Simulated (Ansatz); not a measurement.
## GaP: pressure against volume scale

Results calculated with Ansatz 0.2.0, not measured. Periodic Kohn-Sham DFT of a crystal at fixed atoms, scaled to volume_scale times the given cell; pressure positive in compression, energy less spherical unpolarised free atoms, largest_vzz the field gradient of largest size among the nuclei.

The cell before it is scaled or strained (space group F-43m, No. 216):
```
CELL_PARAMETERS angstrom
0.00000 2.72530 2.72530
2.72530 0.00000 2.72530
2.72530 2.72530 0.00000
ATOMIC_POSITIONS crystal
Ga 0.00000 0.00000 0.00000
P 0.75000 0.75000 0.75000
```

Settings of every row: method all-electron PAW; functional PBEsol; relativity scalar; k mesh 12x12x12; filling fermi-dirac; smearing width 0.08 eV; nucleus gaussian.

Atom start moment: 0 on all atoms.

```
row  volume scale  V (Å³/atom)  pressure (GPa)
  1          0.94       19.027           5.285
  2          0.96       19.432           3.117
  3          0.98       19.834           1.173
  4          0.99       20.037               ?
  5             1        20.24          -0.568
  6          1.01       20.442          -1.367
  7          1.02       20.646          -2.125
  8          1.04       21.049           -3.52
  9          1.06       21.456          -4.767
```

Question: what pressure should row 4 give?

Worked fit of pressure. Take u = (V_r/V)^(2/3) − 1 with V_r = 20.341 Å³ an atom, which is twice the finite (Eulerian) strain; such expansions in the strain, on which the Birch-Murnaghan equation of state is built, carry the rest volume and the bulk modulus. The shown rows have u = 0.04553, 0.03095, 0.01697, 0.00332, -0.0033, -0.00987, -0.02255, -0.03495. Least squares give pressure = −0.9739 + 121.017 × u + 359.95 × u² GPa; a straight line predicts inner rows, each left out in turn, worse (root mean square 0.19 against 0.0072 GPa). The rows lie off it by 0.003, 0.001, -0.010, 0.000, 0.002, 0.008, 0.000, -0.003 (root mean square 0.0048 GPa). The pressure vanishes at u = 0.0079, or V = 20.1 Å³ an atom, and there the bulk modulus at fixed shape and fractions is B = −V dP/dV = (2/3)(1 + u) dP/du = 85.1 GPa. The withheld row has u = 0.01009, so the fit gives −0.9739 + 121.017 × (0.01009) + 359.95 × (0.01009)² = 0.284 GPa.

The calculation gave 0.278 GPa. The fit lies 0.006 GPa (2.2 % of the value, 0.06 % of the column's range) above it; its largest miss of a shown row is 0.010 GPa.
